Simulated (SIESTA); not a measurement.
Crystal: Rh.

```
Rh
1.0
     2.69174    0.00000    0.00000
    -1.34587    2.33112    0.00000
     0.00000    0.00000    8.79807
Rh
4
Direct
  0.66667 0.33333 0.75000
  0.00000 0.00000 0.50000
  0.33333 0.66667 0.25000
  0.00000 0.00000 0.00000
```

This isn't the form of Rh at room conditions, which is fcc.

| Property | Result |
| --- | --- |
| Program | SIESTA 5.4.2 |
| Task | single point |
| Functional | PBEsol |
| Potentials or basis | PseudoDojo 0.4 standard (PBEsol files) |
| Basis | DZP (energy shift 0.003 Ry; two zetas on semicore shells) |
| Grid cutoff | 800 Ry |
| Energy shift | 0.003 Ry |
| k mesh | 11 × 11 × 3 |
| Occupations | fermi-dirac, width 0.05 eV |
| Spin | no spin polarisation |

On this cell: pressure -1.2 GPa; largest force under 0.003 eV/Å; band gap on the k mesh none (metal or under the smearing width).

The same run follows on a disturbed copy (atoms moved at random, drawn with an rms of 0.05 Å):

```
CELL_PARAMETERS angstrom
2.69174 0.00000 0.00000
-1.34587 2.33112 0.00000
0.00000 0.00000 8.79807
ATOMIC_POSITIONS crystal
Rh 0.67596 0.32886 0.74933
Rh 0.01717 0.02914 0.50337
Rh 0.30521 0.64707 0.24877
Rh 0.02681 0.99802 0.00354
```

Task: What does the disturbed cell give?

Result: The energy (extrapolated to zero smearing) moves by +15.2 meV/atom; pressure -0.7 GPa; largest force 0.742 eV/Å; band gap on the k mesh none (metal or under the smearing width).

Forces in eV/Å, atoms in the order of the input:
```
Rh  -0.032  0.156  0.493
Rh  -0.036 -0.338 -0.470
Rh   0.382  0.281  0.571
Rh  -0.311 -0.099 -0.594
```

Stress tensor (GPa, compression positive):
```
-0.71 -0.74  0.25
-0.74 -0.30 -0.04
 0.25 -0.04 -1.11
```

Caveats: the basis of atomic orbitals isn't converged, which shifts pressures, moduli and gaps.
